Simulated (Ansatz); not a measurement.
Crystal: TiO2 (Anatase).

```xyz
6
Lattice="-1.8921 1.8921 4.7573 1.8921 -1.8921 4.7573 1.8921 1.8921 -4.7573" Properties=species:S:1:pos:R:3 pbc="T T T"
Ti    0.0000    1.8921    2.3786
Ti    0.0000    0.0000    0.0000
O     0.0000    0.0000    7.5346
O     0.0000    1.8921    0.3987
O     0.0000    1.8921    4.3586
O     0.0000    0.0000    1.9800
```

Base run:

- Program: Ansatz 0.2.0
- Functional: r2SCAN0
- Potentials or basis: Ansatz PAW
- Cutoff: 500 eV
- Density cutoff: 2000 eV
- k mesh: 6 × 6 × 6
- Occupations: fermi-dirac, width 0.05 eV
- Spin: no spin polarisation

Its results: band gap on the k mesh 4.72 eV, indirect (least direct gap 5.06 eV); largest force 0.195 eV/Å.

Question: The run is repeated on the same cell with these changes: functional from r2SCAN0 to HSE03; cutoff from 500 eV to 420 eV; density cutoff from 2000 eV to 1680 eV. What comes out?

Answer: Band gap on the k mesh 3.42 eV, indirect (least direct gap 3.76 eV); largest force 0.148 eV/Å.

Caveats: the PAW data sets come from PBE, with cores solved anew for the run's functional, which leaves a small shift of forces and pressure.

A k mesh can miss the band edges.

Not every run made on this cell is shown here.
